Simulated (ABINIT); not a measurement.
# TiC (Fm-3m) in ABINIT: settings compared

One crystal, TiC, is run at these levels: PBEsol, PBE; tasks: single point.

Program: ABINIT 10.8.3 (patched build). These are calculated values, not measurements. Logs are shortened: lines on timing, memory, paths and dates and some standing lists are left out, and cuts for length are marked. The log counts tension as positive stress, the text compression.

## (1) The crystal as given

Symmetry: Fm-3m, No. 225, cubic system. The conventional cell has a = 4.331 Å, b = 4.331 Å, c = 4.331 Å, α = 90.00°, β = 90.00°, γ = 90.00°. Around Ti (site symmetry m-3m) lie 6 C at 2.17 Å. Around C (site symmetry m-3m) lie 6 Ti at 2.17 Å.

The cell is a database's computed one.

## (2) Single point, PBEsol

File run.abi:

```
# Pseudopotentials
pp_dirpath "./"
pseudos "Ti.upf, C.upf"

# Structure
acell 3.062788961 3.062788961 3.062788961 Angstrom
rprim
     0.0000000000     0.7071067812     0.7071067812
     0.7071067812     0.0000000000     0.7071067812
     0.7071067812     0.7071067812     0.0000000000
ntypat 2
znucl 22 6
natom 2
typat 1 2
xcart
     0.0000000000     0.0000000000     0.0000000000
     2.1657188437     2.1657188437     2.1657188437 Angstrom

# Plane-wave basis
ecut 38.0

# k points
kptopt 1
ngkpt 8 8 8
nshiftk 1
shiftk 0.0 0.0 0.0

# Exchange and correlation
ixc -116133

# Bands and occupations
nband 12
occopt 3
tsmear 0.05 eV

# SCF cycle
nstep 100
tolvrs 1.0e-10

# Output
iomode 3
prtwf 0
prtden 0
prteig 0
prtebands 0
enunit 2
```

Potentials or basis: PseudoDojo NC SR PBEsol v0.4.1 standard.

On the command line:

```
mpirun --bind-to none -np 4 abinit run.abi > log 2>&1
```

run.abo:

```text
.Version 10.8.3 of ABINIT
 Symmetries : space group Fm -3 m (#225); Bravais cF (face-center cubic)
================================================================================
 Values of the parameters that define the memory need of the present run
     intxc =       0    ionmov =       0      iscf =       7    lmnmax =       6
     lnmax =       6     mgfft =      36  mpssoang =       3    mqgrid =    3001
     natom =       2  nloc_mem =       1    nspden =       1   nspinor =       1
    nsppol =       1      nsym =      48    n1xccc =    2501    ntypat =       2
    occopt =       3   xclevel =       2
       mpw =        1543          nfft =       46656          nkpt =          29
================================================================================
================================================================================

--------------------------------------------------------------------------------
------------- Echo of variables that govern the present computation ------------
--------------------------------------------------------------------------------
 -outvars: echo values of preprocessed input variables --------
            acell      5.7878323177E+00  5.7878323177E+00  5.7878323177E+00 Bohr
              amu      4.78800000E+01  1.20110000E+01
             ecut      3.80000000E+01 Hartree
           enunit           2
              ixc     -116133
         kptrlatt        8    0    0      0    8    0      0    0    8
          kptrlen      4.63026585E+01
            natom           2
            nband          12
            ngfft          36      36      36
             nkpt          29
            nstep         100
             nsym          48
           ntypat           2
           occopt           3
           prtden           0
        prtebands           0
           prteig           0
            prtwf           0
            rprim      0.0000000000E+00  7.0710678120E-01  7.0710678120E-01
                       7.0710678120E-01  0.0000000000E+00  7.0710678120E-01
                       7.0710678120E-01  7.0710678120E-01  0.0000000000E+00
          spgroup         225
           tolvrs      1.00000000E-10
           tsmear      1.83746611E-03 Hartree
            typat      1  2
           xangst      0.0000000000E+00  0.0000000000E+00  0.0000000000E+00
                       2.1657188437E+00  2.1657188437E+00  2.1657188437E+00
            xcart      0.0000000000E+00  0.0000000000E+00  0.0000000000E+00
                       4.0926154803E+00  4.0926154803E+00  4.0926154803E+00
             xred      0.0000000000E+00  0.0000000000E+00  0.0000000000E+00
                       5.0000000000E-01  5.0000000000E-01  5.0000000000E-01
            znucl       22.00000    6.00000

================================================================================

[... 104 lines left out ...]

 ----iterations are completed or convergence reached----

 Mean square residual over all n,k,spin=   27.371E-07; max=  41.322E-05
 reduced coordinates (array xred) for    2 atoms
       0.000000000000      0.000000000000      0.000000000000
       0.500000000000      0.500000000000      0.500000000000
 rms dE/dt=  0.0000E+00; max dE/dt=  0.0000E+00; dE/dt below (all hartree)
    1       0.000000000000      0.000000000000      0.000000000000
    2       0.000000000000      0.000000000000      0.000000000000

 cartesian coordinates (angstrom) at end:
    1      0.00000000000000     0.00000000000000     0.00000000000000
    2      2.16571884370760     2.16571884370760     2.16571884370760

 cartesian forces (hartree/bohr) at end:
    1     -0.00000000000000    -0.00000000000000    -0.00000000000000
    2     -0.00000000000000    -0.00000000000000    -0.00000000000000
 frms,max,avg= 0.0000000E+00 0.0000000E+00   0.000E+00  0.000E+00  0.000E+00 h/b

 cartesian forces (eV/Angstrom) at end:
    1     -0.00000000000000    -0.00000000000000    -0.00000000000000
    2     -0.00000000000000    -0.00000000000000    -0.00000000000000
 frms,max,avg= 0.0000000E+00 0.0000000E+00   0.000E+00  0.000E+00  0.000E+00 e/A
 length scales=  5.787832317744  5.787832317744  5.787832317744 bohr
              =  3.062788961000  3.062788961000  3.062788961000 angstroms
 Fermi (or HOMO) energy (hartree) =   0.39630   Average Vxc (hartree)=  -0.47755
 Eigenvalues (hartree) for nkpt=  29  k points:
 kpt#   1, nband= 12, wtk=  0.00195, kpt=  0.0000  0.0000  0.0000 (reduced coord)
  -1.67118   -0.79451   -0.79451   -0.79451   -0.05706    0.42280    0.42280    0.42280
   0.46072    0.46072    0.46260    0.46260
      occupation numbers for kpt#   1
   2.00000    2.00000    2.00000    2.00000    2.00000    0.00000    0.00000    0.00000
   0.00000    0.00000    0.00000    0.00000
 prteigrs : prtvol=0 or 1, do not print more k-points.

 Fermi (or HOMO) energy (eV) =  10.78383   Average Vxc (eV)= -12.99486
 Eigenvalues (   eV  ) for nkpt=  29  k points:
 kpt#   1, nband= 12, wtk=  0.00195, kpt=  0.0000  0.0000  0.0000 (reduced coord)
 -45.47512  -21.61968  -21.61968  -21.61968   -1.55257   11.50491   11.50491   11.50491
  12.53674   12.53674   12.58803   12.58806
 prteigrs : prtvol=0 or 1, do not print more k-points.

--- !EnergyTerms
iteration_state     : {dtset: 1, }
comment             : Components of total free energy in Hartree
kinetic             :  2.72195408408344E+01
hartree             :  1.13744000313888E+01
xc                  : -1.07743924923409E+01
Ewald energy        : -5.12015050542319E+01
psp_core            :  2.23118869287258E+00
local_psp           : -4.46328038007044E+01
non_local_psp       :  4.10119758367009E-01
internal            : -6.53734520238145E+01
'-kT*entropy'       : -9.99550361874664E-05
total_energy        : -6.53735519788506E+01
total_energy_eV     : -1.77890497316822E+03
band_energy         : -6.30121274863565E+00
...

 Cartesian components of stress tensor (hartree/bohr^3)
  sigma(1 1)=  2.33168857E-04  sigma(3 2)=  0.00000000E+00
  sigma(2 2)=  2.33168857E-04  sigma(3 1)=  0.00000000E+00
  sigma(3 3)=  2.33168857E-04  sigma(2 1)=  0.00000000E+00

-Cartesian components of stress tensor (GPa)         [Pressure= -6.8601E+00 GPa]
- sigma(1 1)=  6.86006462E+00  sigma(3 2)=  0.00000000E+00
- sigma(2 2)=  6.86006462E+00  sigma(3 1)=  0.00000000E+00
- sigma(3 3)=  6.86006462E+00  sigma(2 1)=  0.00000000E+00

== END DATASET(S) ==============================================================
================================================================================

 -outvars: echo values of variables after computation  --------
            acell      5.7878323177E+00  5.7878323177E+00  5.7878323177E+00 Bohr
           etotal     -6.5373551979E+01
            fcart     -0.0000000000E+00 -0.0000000000E+00 -0.0000000000E+00
                      -0.0000000000E+00 -0.0000000000E+00 -0.0000000000E+00
            rprim      0.0000000000E+00  7.0710678120E-01  7.0710678120E-01
                       7.0710678120E-01  0.0000000000E+00  7.0710678120E-01
                       7.0710678120E-01  7.0710678120E-01  0.0000000000E+00
           strten      2.3316885699E-04  2.3316885699E-04  2.3316885699E-04
                       0.0000000000E+00  0.0000000000E+00  0.0000000000E+00
           xangst      0.0000000000E+00  0.0000000000E+00  0.0000000000E+00
                       2.1657188437E+00  2.1657188437E+00  2.1657188437E+00
             xred      0.0000000000E+00  0.0000000000E+00  0.0000000000E+00
                       5.0000000000E-01  5.0000000000E-01  5.0000000000E-01
 Calculation completed.
```

Run time: 8.1 s. Hardware: 4 MPI ranks of Arm Neoverse V1, shared host; peak memory 0.24 GiB.

What came out:

* Free energy: -1778.9050 eV
* Pressure: -6.9 GPa
* Band gap on the k mesh: none (metal or under the smearing width)
* Valence electrons inside the program's atomic spheres: Ti 9.54; C 3.88

## (3) Single point, PBE

File run.abi:

```
# Pseudopotentials
pp_dirpath "./"
pseudos "Ti.upf, C.upf"

# Structure
acell 3*1.0 Angstrom
rprim
     0.0000000000     2.1657188437     2.1657188437
     2.1657188437     0.0000000000     2.1657188437
     2.1657188437     2.1657188437     0.0000000000
ntypat 2
znucl 22 6
natom 2
typat 1 2
xred
     0.0000000000     0.0000000000     0.0000000000
     0.5000000000     0.5000000000     0.5000000000

# Plane-wave basis
ecut 952.398519 eV

# k points
kptopt 1
ngkpt 8 8 8
nshiftk 1
shiftk 0.0 0.0 0.0

# Exchange and correlation
ixc 11

# Bands and occupations
nband 12
occopt 3
tsmear 0.05 eV

# SCF cycle
nstep 100
tolvrs 1.0e-10

# Output
iomode 3
prtwf 0
prtden 0
prteig 0
prtebands 0
```

Potentials or basis: PseudoDojo NC SR PBE v0.4.1 standard.

On the command line:

```
mpirun --bind-to none -np 4 abinit run.abi > log 2>&1
```

Wall time 6.1 s (4 MPI ranks of Arm Neoverse V1, shared host); peak memory 0.24 GiB.

Results (log left out):

```
Free energy                                           : -1780.7226 eV
Band gap on the k mesh                                : none (metal or under the smearing width)
Valence electrons inside the program's atomic spheres : Ti 9.54; C 3.91
```

Levels at points of the mesh, in eV from the Fermi level:
| k point | band 6 | band 7 | band 8 | band 9 | band 10 | band 11 |
| --- | --- | --- | --- | --- | --- | --- |
| (0.00, 0.00, 0.00) | 0.75 | 0.75 | 0.75 | 1.72 | 1.72 | 1.79 |
| (0.50, 0.00, 0.00) | -5.80 | -2.85 | -2.85 | 2.98 | 2.98 | 4.16 |
| (0.50, 0.50, 0.00) | -3.39 | -1.57 | 0.01 | 0.01 | 2.79 | 3.58 |

Caveat: the cutoff is too short for stress, so the log's stress isn't used.

## (4) Single point, PBEsol

File run.abi:

```
pp_dirpath "./"
pseudos "Ti.upf, C.upf"

acell 3*1.0
rprim
     0.0000000000     4.0926154775     4.0926154775
     4.0926154775     0.0000000000     4.0926154775
     4.0926154775     4.0926154775     0.0000000000
ntypat 2
znucl 22 6
natom 2
typat 1 2
xcart
     0.0000000000     0.0000000000     0.0000000000
     4.0926154775     4.0926154775     4.0926154775

ecut 38.0

kptopt 1
ngkpt 8 8 8
nshiftk 1
shiftk 0.0 0.0 0.0

ixc -116133

nband 12
occopt 3
tsmear 0.05 eV

nstep 100
tolvrs 1.0e-10

iomode 3
prtwf 0
prteig 0
prtebands 0
prtden 1
prtvha 1
prtvclmb 1
prtpot 1
prtelf 1
```

Potentials or basis: PseudoDojo NC SR PBEsol v0.4.1 standard.

On the command line:

```
abinit run.abi > log 2>&1
```

run.abo:

```text
.Version 10.8.3 of ABINIT
 Symmetries : space group Fm -3 m (#225); Bravais cF (face-center cubic)
================================================================================
 Values of the parameters that define the memory need of the present run
     intxc =       0    ionmov =       0      iscf =       7    lmnmax =       6
     lnmax =       6     mgfft =      36  mpssoang =       3    mqgrid =    3001
     natom =       2  nloc_mem =       1    nspden =       1   nspinor =       1
    nsppol =       1      nsym =      48    n1xccc =    2501    ntypat =       2
    occopt =       3   xclevel =       2
       mpw =        1543          nfft =       46656          nkpt =          29
================================================================================
================================================================================

--------------------------------------------------------------------------------
------------- Echo of variables that govern the present computation ------------
[... 219 lines left out ...]
- sigma(3 3)=  6.86006411E+00  sigma(2 1)=  0.00000000E+00

== END DATASET(S) ==============================================================
================================================================================

 -outvars: echo values of variables after computation  --------
            acell      1.0000000000E+00  1.0000000000E+00  1.0000000000E+00 Bohr
           etotal     -6.5373551979E+01
            fcart     -0.0000000000E+00 -0.0000000000E+00 -0.0000000000E+00
                      -0.0000000000E+00 -0.0000000000E+00 -0.0000000000E+00
            rprim      0.0000000000E+00  4.0926154775E+00  4.0926154775E+00
                       4.0926154775E+00  0.0000000000E+00  4.0926154775E+00
                       4.0926154775E+00  4.0926154775E+00  0.0000000000E+00
           strten      2.3316883972E-04  2.3316883972E-04  2.3316883972E-04
                       0.0000000000E+00  0.0000000000E+00  0.0000000000E+00
           xangst      0.0000000000E+00  0.0000000000E+00  0.0000000000E+00
                       2.1657188422E+00  2.1657188422E+00  2.1657188422E+00
             xred      0.0000000000E+00  0.0000000000E+00  0.0000000000E+00
                       5.0000000000E-01  5.0000000000E-01  5.0000000000E-01
 Calculation completed.
```

Run time: 15 s. Hardware: 1 thread of Intel Xeon 6975P-C (Granite Rapids), shared host; peak memory 0.07 GiB.

What came out:

* Free energy: -1778.9050 eV
* Pressure: -6.9 GPa
* Band gap on the k mesh: none (metal or under the smearing width)
* Valence electrons inside the program's atomic spheres: Ti 9.54; C 3.88

Levels at points of the mesh, in eV from the Fermi level:
| k point | band 6 | band 7 | band 8 | band 9 | band 10 | band 11 |
| --- | --- | --- | --- | --- | --- | --- |
| (0.00, 0.00, 0.00) | 0.72 | 0.72 | 0.72 | 1.75 | 1.75 | 1.80 |
| (0.50, 0.00, 0.00) | -5.84 | -2.85 | -2.85 | 2.99 | 2.99 | 4.17 |
| (0.50, 0.50, 0.00) | -3.40 | -1.63 | 0.02 | 0.02 | 2.82 | 3.59 |
